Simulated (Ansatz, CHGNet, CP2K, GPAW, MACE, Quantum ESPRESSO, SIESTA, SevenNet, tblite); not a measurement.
## SIESTA runs on hcp Mg, size series (64 atoms)

How do the settings of SIESTA change the result for hcp Mg, size series (64 atoms)? A plane-wave run serves as the yardstick.

Program: SIESTA 5.4.2. Level of theory: the method is named at each step. Results are calculated unless marked as measured.

### 1. Starting point

The cell holds 64 atoms: 64 Mg. Its edges and angles: a = 12.836 Å, b = 12.836 Å, c = 10.422 Å, α = 90.0°, β = 90.0°, γ = 120.0°. It derives from Mg (hcp), repeated 4×4×2. Hcp Mg (a = 3.209 Å, c = 5.211 Å), 4 x 4 x 2 conventional cells; every coordinate displaced by a Gaussian of 0.03 Å. Then every atom was moved at random, 0.05 Å r.m.s. a Cartesian component.

The yardstick, on the same geometry:

| Item | Value |
| --- | --- |
| method | Kohn-Sham DFT, PBE, PAW, plane waves (Ansatz 0.2.0); cutoff 420 eV, Γ point, fermi-dirac smearing of 0.05 eV; PAW set soft_2 |
| r.m.s. force component | 0.1698 eV/Å |
| longest force | 0.5453 eV/Å |
| pressure | -0.388 GPa |
| SCF cycles | 8 |
| time | 18 s on 4 threads of Arm Neoverse V1, shared host |
| CPU time | 67 s |

### 2. PBE, DZP, shift 0.01 Ry, mesh 500 Ry

Method: Kohn-Sham DFT, PBE, PseudoDojo 0.4.1 norm-conserving pseudopotentials (converted to PSML), numerical atomic orbitals (DZP), diagonalisation.

The .psml files are PseudoDojo norm-conserving potentials that we converted to this format, checked against plane waves on the same files for H, C, O, Si, Ge and Ca alone.

input.fdf

```
SystemLabel cell
NumberOfAtoms 64
NumberOfSpecies 1
%block ChemicalSpeciesLabel
  1 12 Mg
%endblock ChemicalSpeciesLabel
LatticeConstant 1.0 Ang
%block LatticeVectors
  12.83600 0.00000 0.00000
  -6.41800 11.11630 0.00000
  0.00000 0.00000 10.42200
%endblock LatticeVectors
PAO.BasisSize DZP
PAO.EnergyShift 0.01 Ry
XC.Functional GGA
XC.Authors PBE
MeshCutoff 500 Ry
%block kgrid_Monkhorst_Pack
  1 0 0 0.0
  0 1 0 0.0
  0 0 1 0.0
%endblock kgrid_Monkhorst_Pack
SolutionMethod diagon
OccupationFunction FD
ElectronicTemperature 580 K
SCF.Mixer.Method Pulay
SCF.Mixer.Weight 0.05
SCF.Mixer.History 8
SCF.Mix Hamiltonian
MaxSCFIterations 300
SCF.DM.Tolerance 1e-04
SCF.H.Tolerance 1.0e-3 eV
WriteForces T
Write.HirshfeldPop T
Write.VoronoiPop T
Write.DM F
Write.H F
XML.Write F
AtomicCoordinatesFormat Fractional
%block AtomicCoordinatesAndAtomicSpecies
  0.99616 0.99948 0.99967 1
  0.07718 0.16389 0.23533 1
  0.99592 0.99945 0.50077 1
  0.08602 0.17232 0.74943 1
  0.00107 0.25599 0.00279 1
  0.08472 0.41578 0.25303 1
  0.00285 0.24596 0.49653 1
  0.07941 0.41752 0.74278 1
  0.00008 0.50890 0.99228 1
  0.07653 0.65779 0.24975 1
  0.99486 0.49435 0.49546 1
  0.08797 0.66500 0.75347 1
  0.99842 0.74849 0.99272 1
  0.08743 0.91697 0.24079 1
  0.00105 0.75093 0.49010 1
  0.08350 0.92150 0.76448 1
  0.25707 0.00059 0.99817 1
  0.33456 0.16676 0.24410 1
  0.25435 0.99729 0.50138 1
  0.33152 0.16019 0.75281 1
  0.25199 0.25307 0.99543 1
  0.32913 0.40328 0.25678 1
  0.24509 0.25123 0.50046 1
  0.33120 0.40740 0.75113 1
  0.24614 0.50612 0.00011 1
  0.33355 0.66856 0.25303 1
  0.25065 0.49368 0.50705 1
  0.33558 0.66479 0.74992 1
  0.24105 0.74694 0.00103 1
  0.33348 0.91637 0.25413 1
  0.24573 0.75095 0.49241 1
  0.34519 0.91748 0.75136 1
  0.50103 0.99766 0.00364 1
  0.58297 0.17171 0.24839 1
  0.49200 0.00013 0.49805 1
  0.58733 0.16946 0.75722 1
  0.49037 0.24522 0.99682 1
  0.57785 0.40730 0.23869 1
  0.50032 0.24776 0.50295 1
  0.58477 0.41442 0.74014 1
  0.50758 0.50206 0.00236 1
  0.59242 0.67254 0.24557 1
  0.49809 0.49573 0.50096 1
  0.57791 0.66301 0.75057 1
  0.49225 0.73928 0.00875 1
  0.59457 0.92127 0.24426 1
  0.49706 0.73861 0.49218 1
  0.58289 0.91649 0.74478 1
  0.75186 0.99863 0.01117 1
  0.83111 0.16266 0.25013 1
  0.74780 0.00730 0.50239 1
  0.83508 0.16276 0.75923 1
  0.75226 0.24870 0.00657 1
  0.83276 0.41324 0.24668 1
  0.75872 0.25492 0.50507 1
  0.82094 0.41136 0.74348 1
[... 4 atom lines left out ...]
  0.74499 0.74060 0.00052 1
  0.82794 0.91621 0.24743 1
  0.74360 0.74382 0.49816 1
  0.84095 0.91391 0.74962 1
%endblock AtomicCoordinatesAndAtomicSpecies
```

On the command line:

```bash
$ OMP_NUM_THREADS=1 mpirun -np 2 siesta < input.fdf > output.txt
```

Log:

```text
Version         : 5.4.2
reinit: System Name:
reinit: System Label: cell
initatom: Reading input for the pseudopotentials and atomic orbitals ----------
Species number:   1 Atomic number:   12 Label: Mg
Ground state valence configuration (from tables):   3s02  3p00  3d00  4f00
---- Processing specs for species: Mg
GGA--PBE XC_GGA_X_PBE--XC_GGA_C_PBE pb
Semicore shell(s) with  8 electrons included in the valence for Mg
Semicore shell(s): 2s 2p
Fallback to non-perturbative polarization scheme for Mg
Please see the manual if this is not desired in principle
Mg pseudopotential only contains V_ls up to l=1 -- lmxkb reset.
Using PAO.SplitTailNorm
%block ChemicalSpeciesLabel
    1   12 Mg                      # Species index, atomic number, species label
%endblock ChemicalSpeciesLabel
%block PAO.Basis                 # Define Basis set
Mg                    4                    # Species label, number of l-shells
 n=2   0   1                         # n, l, Nzeta
   2.332
   1.000
 n=3   0   2                         # n, l, Nzeta
   7.124      5.248
   1.000      1.000
 n=2   1   1                         # n, l, Nzeta
   2.593
   1.000
 n=3   1   1                         # n, l, Nzeta
   7.124
   1.000
%endblock PAO.Basis
coor:   Atomic-coordinates input format  =     Fractional
siesta: System type = bulk
initatomlists: Number of atoms, orbitals, and projectors:     64   576   512
siesta: ******************** Simulation parameters ****************************
Total number of electrons:   640.000000
Total ionic charge:   640.000000
 Kpoints in:            1 . Kpoints trimmed:            1
siesta: k-grid: Number of k-points = 1
siesta: k-points from Monkhorst-Pack grid
siesta: k-cutoff (effective) =     5.211 Ang
siesta: k-point supercell and displacements
siesta: k-grid:     1     0     0      0.000
siesta: k-grid:     0     1     0      0.000
siesta: k-grid:     0     0     1      0.000
                     ====================================
                        Single-point calculation
                     ====================================
outcell: Unit cell vectors (Ang):
       12.836000    0.000000    0.000000
       -6.418000   11.116300    0.000000
        0.000000    0.000000   10.422000
outcell: Cell vector modules (Ang)   :   12.836000   12.835998   10.422000
outcell: Cell angles (23,13,12) (deg):     90.0000     90.0000    120.0000
outcell: Cell volume (Ang**3)        :   1487.1030
Gamma-point calculation with multiply-connected orbital pairs
Gamma-point calculation with multiply-connected orbital pairs
Folding of H and S implicitly performed
Folding of H and S implicitly performed
new_DM -- step:     1
Initializing Density Matrix...
Attempting to read DM from file... Failed...
DM filled with atomic data:
InitMesh: MESH = 150 x 150 x 144 = 3240000
InitMesh: Mesh cutoff (required, used) =   500.000   503.227 Ry
stepf: Fermi-Dirac step function
        iscf     Eharris(eV)        E_KS(eV)     FreeEng(eV)     dDmax    Ef(eV) dHmax(eV)
   scf:    1  -103277.976212  -103381.578330  -103381.884060  0.802845 -3.117684  3.486871
   scf:    2  -103381.930476  -103381.755303  -103382.063396  0.010421 -3.125909  3.240542
   scf:    3  -103383.816246  -103382.927454  -103383.291487  0.124986 -3.244434  0.927052
   scf:    4  -103383.001747  -103383.038604  -103383.401994  0.053066 -3.260754  0.298315
   scf:    5  -103383.050898  -103383.045322  -103383.409094  0.004125 -3.260464  0.255103
   scf:    6  -103383.055268  -103383.056386  -103383.420826  0.015570 -3.260730  0.076375
   scf:    7  -103383.062981  -103383.060591  -103383.423171  0.006475 -3.262251  0.034212
   scf:    8  -103383.060658  -103383.060629  -103383.423306  0.000472 -3.262489  0.030336
   scf:    9  -103383.060243  -103383.060488  -103383.423557  0.001479 -3.262986  0.009290
   scf:   10  -103383.060173  -103383.060338  -103383.423604  0.000757 -3.263443  0.004598
   scf:   11  -103383.060153  -103383.060247  -103383.423614  0.000324 -3.263728  0.002465
   scf:   12  -103383.060184  -103383.060216  -103383.423615  0.000079 -3.263801  0.001732
   scf:   13  -103383.060100  -103383.060158  -103383.423618  0.000213 -3.264052  0.000945
   scf:   14  -103383.060155  -103383.060157  -103383.423618  0.000027 -3.264075  0.000888
SCF Convergence by DM+H criterion
max |DM_out - DM_in|         :     0.0000267166
max |H_out - H_in|      (eV) :     0.0008877663
SCF cycle converged after 14 iterations
Using DM_out to compute the final energy and forces
siesta: E_KS(eV) =          -103383.0602
siesta: E_KS - E_eggbox =   -103383.0602
siesta: Atomic forces (eV/Ang):
     1    0.095041    0.019077   -0.055190
     2    0.249273   -0.038768    0.609880
     3    0.240768   -0.048266   -0.173991
     4   -0.051589   -0.190610    0.057912
     5    0.025364   -0.020915   -0.276813
     6   -0.072992    0.000655   -0.113859
     7   -0.256180    0.069494    0.030388
     8    0.079950   -0.104680    0.220365
     9    0.168963   -0.571749    0.277913
    10    0.062112    0.273960   -0.229506
    11    0.153065    0.238262    0.167420
    12   -0.312504    0.237078   -0.643881
[...]
60    0.252553    0.030429    0.193210
    61    0.147333    0.415741   -0.289050
    62    0.526345   -0.114422    0.384792
    63    0.111646    0.301296   -0.039319
    64   -0.527778   -0.012106    0.096460
----------------------------------------
   Tot    0.226021   -0.000108   -0.146528
----------------------------------------
   Max    0.789264
   Res    0.269738    sqrt( Sum f_i^2 / 3N )
----------------------------------------
   Max    0.789264    constrained
Stress tensor Voigt[x,y,z,yz,xz,xy] (kbar):       -4.43       -4.25       -1.31        0.43       -0.12       -0.53
(Free)E + p*V (eV/cell)  -103380.3326
Target enthalpy (eV/cell)  -103383.4236
siesta: Program's energy decomposition (eV):
siesta: Ebs     =    -28716.304650
siesta: Eions   =    126262.715352
siesta: Ena     =      8447.624259
siesta: Ekin    =     58861.054430
siesta: Enl     =    -31293.107765
siesta: DEna    =       603.952710
siesta: DUscf   =        17.804914
siesta: Ex      =    -12992.213897
siesta: Ec      =      -765.459455
siesta: Exc     =    -13757.673352
siesta: Eharris =   -103383.060155
siesta: Etot    =   -103383.060157
siesta: FreeEng =   -103383.423618
siesta: Final energy (eV):
siesta:  Band Struct. =  -28716.304650
siesta:       Kinetic =   58861.054430
siesta:       Hartree =   37769.955129
siesta:         Exch. =  -12992.213897
siesta:         Corr. =    -765.459455
siesta:   Exch.-corr. =  -13757.673352
siesta:  Ion-electron = -145252.112658
siesta:       Ion-ion =  -41004.283706
siesta:         Total = -103383.060157
siesta:         Fermi =      -3.264075
siesta: Stress tensor (static) (eV/Ang**3):
siesta:    -0.002763   -0.000331   -0.000076
siesta:    -0.000331   -0.002653    0.000267
siesta:    -0.000076    0.000267   -0.000819
siesta: Cell volume =       1487.102953 Ang**3
siesta: Pressure (static):
siesta:                Solid            Molecule  Units
siesta:           0.00002264         -0.00002719  Ry/Bohr**3
siesta:           0.00207852         -0.00249656  eV/Ang**3
siesta:           3.33015178         -3.99992233  kBar
    Orbital volume contribution        =          44.516897 eV
    (Free)E + p_basis*V_orbitals       =     -103338.906721 eV
    (Free)Eharris+ p_basis*V_orbitals  =     -103338.906720 eV
Hirshfeld Atomic Populations:
Atom #   charge [q] valence [e]  Species
     1     0.004729    9.995271  Mg
     2     0.001399    9.998601  Mg
     3     0.003064    9.996936  Mg
     4    -0.006951   10.006951  Mg
     5     0.004078    9.995922  Mg
     6     0.002881    9.997119  Mg
     7    -0.006166   10.006166  Mg
     8     0.004112    9.995888  Mg
     9    -0.005954   10.005954  Mg
    10    -0.007670   10.007670  Mg
    11     0.003903    9.996097  Mg
    12     0.009532    9.990468  Mg
[...]
--------------------
 Total     0.000031
Voronoi Atomic Populations:
Atom #   charge [q] valence [e]  Species
[...]
60    -0.001815   10.001815  Mg
    61    -0.000830   10.000830  Mg
    62    -0.004239   10.004239  Mg
    63    -0.007100   10.007100  Mg
    64    -0.002096   10.002096  Mg
--------------------
 Total     0.000032
```

Elapsed: 95 s, on 2 MPI ranks of Arm Neoverse V1, shared host; peak memory 1.4 GiB.

Banners, paths, timers and routine set-up lines are dropped from the logs unmarked, and long logs keep their key lines alone; longer cuts are marked.

Against the reference:

```yaml
r_m_s_force_component: 0.2697 eV/Å
r_m_s_difference_of_force_components: 101.3 meV/Å
longest_difference_of_force_vectors: 322.7 meV/Å
force_difference_over_r_m_s_force: 59.67 %
slope_of_forces_against_the_reference_s: 1.583
correlation_of_force_components: 0.9969
pressure: 0.333 GPa
pressure_difference: 0.721 GPa
```

This run lies far from the reference in forces at the same functional.

Local excerpt of 13 atoms (numbers count through the whole input) about Mg16, which bears the longest force; x, y, z are measured from there.

| atom | x | y | z | distance (Å) | bonds | Hirshfeld charge (e) | Fx | Fy | Fz (eV/Å) |
| --- | --- | --- | --- | --- | --- | --- | --- | --- | --- |
| Mg16 | 0.00 | 0.00 | 0.00 | 0.00 | 12 | 0.00 | 0.30 | -0.22 | -0.78 |
| Mg13 | 0.02 | -1.92 | 2.38 | 3.06 | 12 | 0.00 | -0.12 | 0.10 | 0.29 |
| Mg1 | -1.62 | 0.87 | 2.45 | 3.06 | 12 | 0.00 | 0.10 | 0.02 | -0.06 |
| Mg64 | -3.06 | -0.08 | -0.15 | 3.07 | 12 | 0.00 | -0.53 | -0.01 | 0.10 |
| Mg17 | 1.72 | 0.88 | 2.44 | 3.11 | 12 | 0.00 | -0.26 | -0.15 | 0.16 |
| Mg20 | 1.65 | 2.65 | -0.12 | 3.13 | 12 | 0.00 | 0.02 | 0.11 | -0.33 |
| Mg4 | -1.58 | 2.79 | -0.16 | 3.21 | 12 | -0.01 | -0.05 | -0.19 | 0.06 |
| Mg60 | -1.63 | -2.84 | -0.24 | 3.29 | 12 | 0.00 | 0.25 | 0.03 | 0.19 |
| Mg3 | -1.62 | 0.87 | -2.75 | 3.31 | 12 | 0.00 | 0.24 | -0.05 | -0.17 |
| Mg12 | 1.70 | -2.85 | -0.11 | 3.32 | 12 | 0.01 | -0.31 | 0.24 | -0.64 |
| Mg19 | 1.71 | 0.84 | -2.74 | 3.34 | 12 | 0.00 | -0.59 | 0.17 | 0.09 |
| Mg32 | 3.38 | -0.04 | -0.14 | 3.39 | 12 | 0.00 | -0.46 | -0.13 | -0.09 |
| Mg15 | 0.04 | -1.90 | -2.86 | 3.43 | 12 | 0.00 | -0.14 | 0.04 | 0.46 |

Forces lie 60 % from the reference's, at 2.9 times its CPU time (on 2 against 4 cores).

### 3. PBE, TZP, shift 0.01 Ry, mesh 500 Ry

Method: Kohn-Sham DFT, PBE, PseudoDojo 0.4.1 norm-conserving pseudopotentials (converted to PSML), numerical atomic orbitals (TZP), diagonalisation.

Edit input.fdf of step 2 so:

```diff
@@ -12,3 +12,3 @@
 %endblock LatticeVectors
-PAO.BasisSize DZP
+PAO.BasisSize TZP
 PAO.EnergyShift 0.01 Ry
```

Log:

```text
Version         : 5.4.2
reinit: System Name:
reinit: System Label: cell
initatom: Reading input for the pseudopotentials and atomic orbitals ----------
Species number:   1 Atomic number:   12 Label: Mg
Ground state valence configuration (from tables):   3s02  3p00  3d00  4f00
---- Processing specs for species: Mg
GGA--PBE XC_GGA_X_PBE--XC_GGA_C_PBE pb
Semicore shell(s) with  8 electrons included in the valence for Mg
Semicore shell(s): 2s 2p
Fallback to non-perturbative polarization scheme for Mg
Please see the manual if this is not desired in principle
[... lines left out ...]
stepf: Fermi-Dirac step function
        iscf     Eharris(eV)        E_KS(eV)     FreeEng(eV)     dDmax    Ef(eV) dHmax(eV)
[... lines left out ...]
SCF Convergence by DM+H criterion
[... lines left out ...]
SCF cycle converged after 16 iterations
[... lines left out ...]
   Max    0.729874
[... lines left out ...]
   Max    0.729874    constrained
Stress tensor Voigt[x,y,z,yz,xz,xy] (kbar):       -0.50       -0.36        7.88        0.37       -0.09       -0.63
[... lines left out ...]
siesta: FreeEng =   -103384.545642
[... lines left out ...]
siesta:       Kinetic =   58837.734891
siesta:       Hartree =   37754.491788
siesta:         Exch. =  -12989.464486
siesta:         Corr. =    -765.405338
siesta:   Exch.-corr. =  -13754.869824
siesta:  Ion-electron = -145217.252511
siesta:       Ion-ion =  -41004.283706
siesta:         Total = -103384.179360
siesta:         Fermi =      -3.304570
siesta: Stress tensor (static) (eV/Ang**3):
siesta:    -0.000312   -0.000392   -0.000054
siesta:    -0.000392   -0.000222    0.000228
siesta:    -0.000054    0.000228    0.004917
siesta: Cell volume =       1487.102953 Ang**3
siesta: Pressure (static):
siesta:                Solid            Molecule  Units
siesta:          -0.00001591         -0.00006376  Ry/Bohr**3
siesta:          -0.00146111         -0.00585384  eV/Ang**3
siesta:          -2.34094971         -9.37888535  kBar
    Orbital volume contribution        =          54.375868 eV
    (Free)E + p_basis*V_orbitals       =     -103330.169774 eV
    (Free)Eharris+ p_basis*V_orbitals  =     -103330.169778 eV
Hirshfeld Atomic Populations:
Atom #   charge [q] valence [e]  Species
     1     0.005086    9.994914  Mg
     2     0.001049    9.998951  Mg
     3     0.003847    9.996153  Mg
[...]
--------------------
 Total     0.000010
Voronoi Atomic Populations:
Atom #   charge [q] valence [e]  Species
[...]
63    -0.006938   10.006938  Mg
    64    -0.002431   10.002431  Mg
--------------------
 Total     0.000010
```

The job ended after 1.9 min (2 MPI ranks; peak memory 1.5 GiB; 3.9 min of CPU time).

Numbers from this run, and their distance from the reference:

```yaml
r_m_s_force_component: 0.255 eV/Å
r_m_s_difference_of_force_components: 86.97 meV/Å
longest_difference_of_force_vectors: 279.3 meV/Å
force_difference_over_r_m_s_force: 51.21 %
slope_of_forces_against_the_reference_s: 1.497
correlation_of_force_components: 0.9965
pressure: -0.2341 GPa
pressure_difference: 0.1539 GPa
```

This run lies far from the reference in forces at the same functional.

Against the first run (60 %), the force difference from the reference is 51 %, at 1.2 times the CPU time, with 640 basis functions against 576: the larger basis brings the forces nearer.

### 4. The ladder

Differences are against the plane-wave reference, forces as r.m.s. over components; share is that over the reference's r.m.s. force, slope the least-squares factor from reference forces to these. Total energies of different programs have different zeros and aren't compared.

```
                                        run  Δ force, r.m.s. (meV/Å)  share (%)  slope  Δ pressure (GPa)  cores  CPU time  memory (GiB)
                                  reference                        -          -      -                 -      4      67 s           1.8
SIESTA PBE, DZP, shift 0.01 Ry, mesh 500 Ry                      101       59.7  1.583             0.721      2   3.2 min           1.4
SIESTA PBE, TZP, shift 0.01 Ry, mesh 500 Ry                     87.0       51.2  1.497             0.154      2   3.9 min           1.5
```

CPU time is summed over cores on a shared host, where runs went side by side, so it is rough. Symmetry, cutoffs, thresholds, outputs and thread counts weren't matched or tuned between programs; memory under MPI is the largest rank's times the ranks.

### 5. What came out

```yaml
nearest_in_forces: SIESTA PBE, TZP, shift 0.01 Ry, mesh 500 Ry, 51 %
its_cpu_time: 3.9 min
```

**Reading.** The PBE runs in local orbitals differ by 51 % (SIESTA PBE, TZP, shift 0.01 Ry, mesh 500 Ry) to 60 % (SIESTA PBE, DZP, shift 0.01 Ry, mesh 500 Ry); basis, grid and potentials can all enter, and differences of this size make the forces unusable. None of the electronic-structure runs in the table takes under half the reference's CPU time of 67 s; they take 2.9 to 3.5 times as much. SIESTA PBE, DZP, shift 0.01 Ry, mesh 500 Ry stiffens the forces by a factor of 1.58 while following their directions (correlation 0.997); the slopes of the 2 SIESTA runs lie between 1.50 and 1.58. The electronic-structure runs sample only Γ, in a cell whose shortest periodic width is 10 Å, which is coarse for a cell with partly filled levels.

[Also dropped from logs without a mark: logging warnings of Python, and SIESTA's first energy breakdown and zero terms.]

[Logs are printed without paths, hosts, clocks, repeated set-up lines and the standing remarks that a program may print on its own settings, such as how far it seeks lower states.]

[Hosts, paths, dates, database ids (printed as entryN), source tags and the programs' standing remarks are cut or masked in the printed files.]
